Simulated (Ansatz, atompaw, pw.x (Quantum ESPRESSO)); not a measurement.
## titanium (fcc): variants of one PAW (atompaw) potential in the solid

- Element: titanium
- Generator: atompaw 4.2.0.5
- Type: PAW
- Functional: PBE
- Relativity: scalar-relativistic
- Frozen core: [Ar]
- Valence charge: 4
- Reference configuration: 3d2 4s2 4p0
- Partial waves: 4s (bound): rc 3.00 bohr; 4s channel at 0.4 Ry: rc 2.15 bohr; 4p (bound, empty): rc 3.00 bohr; 4p channel at 0.55 Ry: rc 3.00 bohr; 3d (bound): rc 1.75 bohr; 3d channel at 3.1 Ry: rc 1.75 bohr
- Local potential: bessel scheme, radius 2.50 bohr
- Core correction: smooth core density matched at 2.65 bohr
- Augmentation charge: besselshape compensation charge, radius 2.65 bohr; PAW radius 3.00 bohr; waves and projectors: custom polynom vanderbiltortho

Crystal test: fcc Ti in pw.x 7.5, no spin, 14³ k-points, Fermi–Dirac smearing 0.01 Ry, cutoffs set for each file from its atomic test. The reference is all-electron LAPW (Ansatz 0.2.0) with the same functional, mesh and smearing; V0 and B0 come from Birch–Murnaghan fits to the pressures at five volumes. Errors are pseudo minus all-electron; Δ is the rms difference of the E(V) curves that follow from these fits, minima aligned, over ±6 % about the mean V0. Mesh and smearing are coarse, so the numbers serve the comparison and aren't converged zero-temperature values; the lattice is a test structure that the element need not adopt.

All-electron: a0 = 4.119 Å (V0 = 17.47 Å³/atom), B0 = 106.1 GPa.

Base: The largest radius (3.00 bohr) exceeds half the bond length (2.75 bohr), so the spheres overlap, which is one possible source of error among others. This is a poor potential for the solid. Note: ghost state, extra bound levels that the all-electron valence spectrum of the same l lacks: s at -3.5 eV. A true bound ghost makes a file unfit for plane-wave use.

1 further variants are left out: they gave no file fit for a test, a broken result, the same result as the base, or pressures whose basis-set error rivals the error shown.

```tsv
change	cutoffs (Ry)	pw.x	a0 (Å)	a0 error (%)	B0 error (%)	Δ (meV/atom)	mean pressure error (GPa)
base	60/600	converged; bound ghost	4.163	+1.08	+4.2	13.7	+3.81
wave 4p channel at 0.55 Ry: rc 3.00 bohr becomes 4p channel at 0.55 Ry: rc 2.28 bohr	60/600	failed: no self-consistency to 1e-9 Ry within 70 iterations	–	–	–	–	–
wave 4p channel at 0.55 Ry: rc 3.00 bohr becomes 4p channel at 4.07 Ry: rc 3.00 bohr	60/600	converged; bound ghost	4.157	+0.94	+4.6	11.9	+3.31
augmentation sinc compensation charge, radius 2.65 bohr; PAW radius 3.00 bohr; waves and projectors: custom polynom vanderbiltortho	60/600	converged; bound ghost	4.159	+0.99	+4.7	12.5	+3.49
```

**Question.** Give the row for: all radii scaled by about 1.04 (s 3.12, p 3.12, d 1.82 bohr); local potential bessel scheme, radius 2.60 bohr; augmentation besselshape compensation charge, radius 2.76 bohr; PAW radius 3.12 bohr; waves and projectors: custom polynom vanderbiltortho; core correction smooth core density matched at 2.76 bohr.

**Answer.** pw.x: converged; mean pressure error (GPa): +4.73; a0 (Å): 4.173; a0 error (%): +1.33; B0 error (%): +3.6; Δ (meV/atom): 16.8.
